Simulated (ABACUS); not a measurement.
# Cr (Im-3m) in ABACUS: equation of state

How stiff is Cr in PBEsol, and what volume does it want? The cell is scaled to several volumes.

Program: ABACUS 3.10.1. These are calculated values, not measurements. Logs are shortened: lines on timing, memory, paths and dates and some standing lists are left out, and cuts for length are marked.

## Step 1: Starting point

It takes space group Im-3m (No. 229, cubic). The conventional cell has a = 2.969 Å, b = 2.969 Å, c = 2.969 Å, α = 90.00°, β = 90.00°, γ = 90.00°. Cr (site symmetry m-3m) has 8 Cr at 2.57 Å as nearest neighbours.

## Step 2: Equation of state, PBEsol, collinear spin, ferromagnetic start, 12.30 Å³/atom (volume scaled by 0.94)

The input, INPUT:

```
INPUT_PARAMETERS
suffix              Cr
calculation         scf
basis_type          pw
pseudo_dir          ./
symmetry            1
dft_functional      pbesol
ecutwfc             95
pseudo_rcut         7
nspin               2
nbands              13
ks_solver           dav
smearing_method     fd
smearing_sigma      0.00367493
scf_thr             1e-08
scf_nmax            100
mixing_type         broyden
mixing_beta         0.4
cal_force           1
cal_stress          1
kpar                4
```

The input, STRU:

```
ATOMIC_SPECIES
Cr 51.9961 Cr.upf

LATTICE_CONSTANT
1.8897261246

LATTICE_VECTORS
-1.4541462833 1.4541462833 1.4541462833
1.4541462833 -1.4541462833 1.4541462833
1.4541462833 1.4541462833 -1.4541462833

ATOMIC_POSITIONS
Direct

Cr
0.0
1
0.0000000000 0.0000000000 0.0000000000 1 1 1 mag 3
```

The input, KPT:

```
K_POINTS
0
Gamma
12 12 12 0 0 0
```

Potentials or basis: PseudoDojo NC SR 0.4.1 PBEsol standard, plane waves.

Command:

```bash
$ OMP_NUM_THREADS=1 mpirun -np 4 abacus > log
```

running log:

```text
ABACUS v3.10.1

               Atomic-orbital Based Ab-initio Computation at UStc

 ------------------------------------------------------------------------------------

 READING GENERAL INFORMATION
                           global_out_dir = OUT.Cr/
                           global_in_card = INPUT
                               pseudo_dir = ./
                              orbital_dir =
                                    DSIZE = 4
                                    GSIZE = 1

 READING UNITCELL INFORMATION
                                    ntype = 1
                  lattice constant (Bohr) = 1.88973
              lattice constant (Angstrom) = 1

 READING ATOM TYPE 1
                               atom label = Cr
                      L=0, number of zeta = 1
                      L=1, number of zeta = 1
                      L=2, number of zeta = 1
             number of atom for this type = 1
               magnetization of element 1 = 3

                        TOTAL ATOM NUMBER = 1
DIRECT COORDINATES
    atom                   x                   y                   z     mag                  vx                  vy                  vz
taud_Cr1            0.0000000000        0.0000000000        0.0000000000  3.0000        0.0000000000        0.0000000000        0.0000000000

                          Volume (Bohr^3) = 83.0005
                             Volume (A^3) = 12.2994

 Lattice vectors: (Cartesian coordinate: in unit of a_0)
             -1.45415            +1.45415            +1.45415
             +1.45415            -1.45415            +1.45415
             +1.45415            +1.45415            -1.45415
 Reciprocal vectors: (Cartesian coordinate: in unit of 2 pi/a_0)
                   +0           +0.343844           +0.343844
            +0.343844                  +0           +0.343844
            +0.343844           +0.343844                  +0
 The esolver type has been set to : ksdft_pw

                PAO radial cut off (Bohr) = 7

 Read in pseudopotential file is Cr.upf
                     pseudopotential type = NC
          exchange-correlation functional = PBESOL
                 nonlocal core correction = 1
                        valence electrons = 14
                                     lmax = 2
                           number of zeta = 4
                     number of projectors = 6
                           L of projector = 0
                           L of projector = 0
                           L of projector = 1
                           L of projector = 1
                           L of projector = 2
                           L of projector = 2
     initial pseudo atomic orbital number = 10
 The readin total magnetization is 3

 SETUP THE ELECTRONS NUMBER
            electron number of element Cr = 14
      total electron number of element Cr = 14
            AUTOSET number of electrons:  = 14
                           occupied bands = 7
                                   NBANDS = 13
                                   NLOCAL = 9

%%%%%%%%%%%%%%%%%%%%%%%%%%%%%%%%%%%%%%%%%%%%%%%%%%%%%%%%%%%%%%%%%%%%%%%%%%%%%%%%%%%%%%%%%%%%%%%%%%%%%%%%%%
 Warning: the number of valence electrons in pseudopotential > 6 for Cr: [Ar] 3d5 4s1
 Pseudopotentials with additional electrons can yield (more) accurate outcomes, but may be less efficient.
 If you're confident that your chosen pseudopotential is appropriate, you can safely ignore this warning.
%%%%%%%%%%%%%%%%%%%%%%%%%%%%%%%%%%%%%%%%%%%%%%%%%%%%%%%%%%%%%%%%%%%%%%%%%%%%%%%%%%%%%%%%%%%%%%%%%%%%%%%%%%

 SETUP THE PLANE WAVE BASIS
 energy cutoff for charge/potential (unit:Ry) = 380
            fft grid for charge/potential = [ 30, 30, 30 ]
                        fft grid division = [ 1, 1, 1 ]
        big fft grid for charge/potential = [ 30, 30, 30 ]
                                     nbxx = 27000
                                     nrxx = 27000

 SETUP PLANE WAVES FOR CHARGE/POTENTIAL
                    number of plane waves = 10425
                         number of sticks = 645

 PARALLEL PW FOR CHARGE/POTENTIAL
     PROC   COLUMNS(POT)             PW
        1            645          10425
 --------------- sum -------------------
        1            645          10425
                            number of |g| = 135
                                  max |g| = 34.2864
                                  min |g| = 0

----------- Double Check Mixing Parameters Begin ------------
mixing_type: broyden
mixing_beta: 0.4
mixing_gg0: 1
mixing_gg0_min: 0.1
mixing_beta_mag: 1.6
mixing_gg0_mag: 0
mixing_ndim: 8
----------- Double Check Mixing Parameters End ------------

 LATTICE VECTORS: (CARTESIAN COORDINATE: IN UNIT OF A0)
             -1.45415            +1.45415            +1.45415
             +1.45415            -1.45415            +1.45415
             +1.45415            +1.45415            -1.45415
                       right hand lattice = 1
                                   NORM_A = 2.51866
                                   NORM_B = 2.51866
                                   NORM_C = 2.51866
                           ALPHA (DEGREE) = 109.471
                           BETA  (DEGREE) = 109.471
                           GAMMA (DEGREE) = 109.471

 The lattice vectors have been changed (STRU_SIMPLE.cif)

(for optimal symmetric configuration:)
                             BRAVAIS TYPE = 2
                     BRAVAIS LATTICE NAME = 02. Cubic I (body-centered)
                                    ibrav = 2
                                    IBRAV = 2
                                  BRAVAIS = BODY CENTERED CUBIC
                       LATTICE CONSTANT A = 2.90829
Original cell was already a primitive cell.
                        ROTATION MATRICES = 48
              PURE POINT GROUP OPERATIONS = 48
                   SPACE GROUP OPERATIONS = 48
                              POINT GROUP = O_h
               POINT GROUP IN SPACE GROUP = O_h

 SETUP K-POINTS
                                    nspin = 2
                   Input type of k points = Monkhorst-Pack(Gamma)
                                   nkstot = 1728
                       right hand lattice = 1
(for reciprocal lattice: )
                             BRAVAIS TYPE = 3
[... 11 lines left out ...]
     IBZ    DIRECT_X    DIRECT_Y    DIRECT_Z  WEIGHT  ibz2bz
       1  0.00000000  0.00000000  0.00000000  0.0006       0
       2 -0.08333333  0.08333333  0.00000000  0.0069       1
       3 -0.16666667  0.16666667  0.00000000  0.0069       2
       4 -0.25000000  0.25000000  0.00000000  0.0069       3
       5 -0.33333333  0.33333333  0.00000000  0.0069       4
       6 -0.41666667  0.41666667  0.00000000  0.0069       5
[... 22 lines left out ...]
      29 -0.16666667  0.16666667  0.08333333  0.0139     178
      30  0.41666667  0.25000000  0.25000000  0.0139     183
[... 42 further k points ...]

                               nkstot now = 72
[... K-POINTS DIRECT COORDINATES: 72 rows ...]

           k-point number in this process = 18
       minimum distributed K point number = 18
[... stars of the k points ...]
                             nks(nspin=2) = 36
                          nkstot(nspin=2) = 144

[... K-POINTS CARTESIAN COORDINATES: 36 rows ...]

[... K-POINTS DIRECT COORDINATES: 36 rows ...]

 SETUP PLANE WAVES FOR WAVE FUNCTIONS
     energy cutoff for wavefunc (unit:Ry) = 95
              fft grid for wave functions = [ 30, 30, 30 ]
                    number of plane waves = 1961
                         number of sticks = 213

 PARALLEL PW FOR WAVE FUNCTIONS
     PROC   COLUMNS(POT)             PW
        1            213           1961
 --------------- sum -------------------
        1            213           1961

 SETUP NONLOCAL PSEUDOPOTENTIALS IN PLANE WAVE BASIS
 Cr non-local projectors:
 projector 1 L=0
 projector 2 L=0
 projector 3 L=1
 projector 4 L=1
 projector 5 L=2
 projector 6 L=2
      TOTAL NUMBER OF NONLOCAL PROJECTORS = 18

 Init Non-Local PseudoPotential table :
 Init Non-Local-Pseudopotential done.

                                     npwx = 1316

 Make real space PAO into reciprocal space.
       max mesh points in Pseudopotential = 701
     dq(describe PAO in reciprocal space) = 0.01
                                    max q = 1174

 number of pseudo atomic orbitals for Cr is 4
WARNING: norm of atomic wavefunction # 3 of atomic type Cr is 0.999203, renormalized
WARNING: norm of atomic wavefunction # 4 of atomic type Cr is 0.990419, renormalized

 -------------------------------------------
 SELF-CONSISTENT
 -------------------------------------------
                                 init_chg = atomic

 PW ALGORITHM --------------- ION=   1  ELEC=   1--------------------------------
          total magnetism (Bohr mag/cell) = 0.870097
       absolute magnetism (Bohr mag/cell) = 0.889867
                        nelec for spin up = 7.43505
                      nelec for spin down = 6.56495

 Density error is 0.536322808913
                          Error Threshold = 0.01
----------------------------------------------------------
     Energy           Rydberg                 eV
----------------------------------------------------------
 E_KohnSham     -177.6722976801      -2417.3556252015
 E_Harris       -184.2435819187      -2506.7625340244
 E_Fermi        1.4840070021         20.1909511005
----------------------------------------------------------

 PW ALGORITHM --------------- ION=   1  ELEC=   2--------------------------------
          total magnetism (Bohr mag/cell) = -0.0737740052786
       absolute magnetism (Bohr mag/cell) = 0.0992896321612
                        nelec for spin up = 6.96311299736
                      nelec for spin down = 7.03688700264
[... 107 lines left out ...]
 PW ALGORITHM --------------- ION=   1  ELEC=   9--------------------------------
          total magnetism (Bohr mag/cell) = 1.31164391308e-05
       absolute magnetism (Bohr mag/cell) = 1.94628645569e-05
                        nelec for spin up = 7.00000655822
                      nelec for spin down = 6.99999344178

 Density error is 3.15123973486e-09
                          Error Threshold = 2.20253860792e-09
----------------------------------------------------------
     Energy           Rydberg                 eV
----------------------------------------------------------
 E_KohnSham     -177.7991194122      -2419.0811233879
 E_KS(sigma->0) -177.7989048112      -2419.0782035922
 E_Harris       -177.7993172924      -2419.0838156871
 E_band         -11.8413235731       -161.1094724554
 E_one_elec     -58.7042160214       -798.7118345134
 E_Hartree      36.7412081757        499.8897825934
 E_xc           -26.0493300420       -354.4193176543
 E_Ewald        -129.7863523226      -1765.8339142223
 E_entropy(-TS) -0.0004292019        -0.0058395914
 E_descf        0.0000000000         0.0000000000
 E_exx          0.0000000000         0.0000000000
 E_Fermi        1.3305840087         18.1035241854
----------------------------------------------------------

 charge density convergence is achieved
 final etot is -2419.0811234 eV
 EFERMI = 18.103524185 eV

 STATE ENERGY(eV) AND OCCUPATIONS    NSPIN == 2
SPIN UP :
 1/18 kpoint (Cartesian) = 0.0000 0.0000 0.0000 (1289 pws)
       1       -53.5363    0.000578704
       2       -24.5238    0.000578704
       3       -24.5238    0.000578704
       4       -24.5238    0.000578704
       5        10.4023    0.000578704
       6        17.3326    0.000578704
       7        17.3326    0.000578704
       8        17.3326    0.000578704
       9        19.2060    1.53478e-13
      10        19.2060    1.53478e-13
      11        39.9386        0.00000
      12        39.9386        0.00000
      13        39.9386        0.00000

 2/18 kpoint (Cartesian) = 0.028654 -0.028654 0.0000 (1294 pws)
       1       -53.5253     0.00694444
       2       -24.5770     0.00694444
       3       -24.5405     0.00694444
       4       -24.5241     0.00694444
       5        10.6895     0.00694444
       6        17.2244     0.00694444
       7        17.3109     0.00694444
       8        17.5246     0.00694438
       9        19.0918    1.80862e-11
      10        19.2142    1.56513e-12
      11        39.1038        0.00000
      12        39.7863        0.00000
      13        40.0830        0.00000
[... 46 lines left out ...]
 6/18 kpoint (Cartesian) = 0.14327 -0.14327 0.0000 (1302 pws)
       1       -53.3817     0.00694444
       2       -25.2421     0.00694444
       3       -24.7525     0.00694444
       4       -24.5277     0.00694444
       5        13.9204     0.00694444
       6        15.9750     0.00694444
       7        18.2698    0.000241084
       8        19.2145    1.55613e-12
       9        19.4806    7.59136e-15
      10        20.5417    4.61186e-24
      11        28.4759        0.00000
      12        35.0620        0.00000
      13        38.6640        0.00000

[... levels at 30 further k points ...]

------------------------------------------------------------------------------------------
 TOTAL-FORCE (eV/Angstrom)
------------------------------------------------------------------------------------------
                       Cr1         0.0000000000         0.0000000000         0.0000000000
------------------------------------------------------------------------------------------

----------------------------------------------------------------
 TOTAL-STRESS (KBAR)
----------------------------------------------------------------
      -226.8631152199         0.0000000000         0.0000000000
         0.0000000000      -226.8631152199        -0.0000000000
        -0.0000000000        -0.0000000000      -226.8631152199
----------------------------------------------------------------
 TOTAL-PRESSURE: -226.863115 KBAR

 --------------------------------------------
 !FINAL_ETOT_IS -2419.0811233879376232 eV
 --------------------------------------------
```

It took 6.6 s on 4 MPI ranks of Intel Xeon 6975P-C (Granite Rapids), shared host; peak memory 0.28 GiB.

What came out:

```yaml
Free_energy: -2419.0811 eV
Pressure: -22.7 GPa
Band_gap_on_the_k_mesh: none (metal or under the smearing width)
Net_moment: 0.00 μB per cell
Absolute_moment: 0.00 μB per cell
```

Caveat: the starting moments collapsed, and a magnetic state may lie lower.

[end of part 1 of 2]
